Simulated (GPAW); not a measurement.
Input of a GPAW 26.7.0 run:

run.py

```python
import numpy as np
from ase.dft.bandgap import bandgap
from ase.io import read, write
from gpaw import GPAW, PW
from gpaw.response.df import DielectricFunction

atoms = read('GaN.xyz')

calc = GPAW(mode=PW(600),
            xc='PBE',
            kpts={'size': (8, 8, 4), 'gamma': True},
            occupations={'name': 'fermi-dirac', 'width': 0.001},
            nbands=18,
            convergence={'density': 1e-06},
            maxiter=150,
            txt='gpaw.txt')
atoms.calc = calc
energy = atoms.get_potential_energy()
calc.write('gs.gpw')
write('result.traj', atoms)
print(f'Energy: {energy:.6f} eV')
print('Fermi level:', round(calc.get_fermi_level(), 4), 'eV')
print(f'Gap: {bandgap(calc)[0]:.4f} eV, direct: {bandgap(calc, direct=True)[0]:.4f} eV')

for size in [(15, 15, 8)]:
    name = 'x'.join(str(n) for n in size)
    dense = calc.fixed_density(kpts={'size': size, 'gamma': True},
                               nbands=54, convergence={'bands': 48, 'eigenstates': 1e-7},
                               update_fermi_level=True, txt=f'dense-{name}.txt')
    dense.write(f'{name}.gpw', mode='all')
    df = DielectricFunction(f'{name}.gpw', frequencies=np.array([0.0]), hilbert=False, eta=0.001,
                            ecut=80, nbands=48, intraband=False, txt=f'df-{name}.txt')
    for xc in ['RPA']:
        for direction in ['x', 'y', 'z', [0, 1, 1], [1, 0, 1], [1, 1, 0]]:
            e0, e = df.get_macroscopic_dielectric_constant(xc=xc, direction=direction)
            print(f'{name} {xc} {direction}: {e0:.4f} without, {e:.4f} with local fields')
```

File GaN.xyz:

```xyz
4
Lattice="3.1586570750 0.0000000000 0.0000000000 -1.5793285375 2.7354772688 0.0000000000 0.0000000000 0.0000000000 5.1313278144" Properties=species:S:1:pos:R:3 pbc="T T T"
Ga     1.5793285377      0.9118257562      2.5656639072
Ga    -0.0000000002      1.8236515126      0.0000000000
N      1.5793285377      0.9118257562      4.4899118376
N     -0.0000000002      1.8236515126      1.9242479304
```

Potentials or basis: GPAW PAW data sets (gpaw-data 1.2.1), pw.

Run with:

```console
$ OMP_NUM_THREADS=1 python run.py
```

What does it give for the electronic dielectric tensor (diagonal)?

5.28, 5.28, 5.37.

What does it give for the band gap on the k mesh?

2.19 eV, direct.

Electronic dielectric tensor:
```
5.28 0.00 0.00
0.00 5.28 0.00
0.00 0.00 5.37
```

Caveat: the long-wavelength limit can be off by a per cent or two; an odd mesh through Γ misses points on the zone boundary, where band edges often lie.

**Experimental background.**

From “Studying electronic properties in GaN without electrical contacts using γ-γ vs e−-γ Perturbed Angular Correlations”, 2019, pmc:6823545, for a bulk crystal of GaN: band gap 3.503 ± 0.005 eV (direct).

Against the measured gap of GaN, 3.503 eV (direct; quoted in “Studying electronic properties in GaN without electrical contacts using γ-γ vs e−-γ Perturbed Angular Correlations”, 2019, pmc:6823545), the calculated 2.19 eV is off by -1.31 eV. Spin-orbit coupling on Ga is left out. The value is that of PBE on a finite k mesh, which can miss the band edges, without temperature or zero-point motion. Semilocal functionals fall short of measured gaps as a rule.
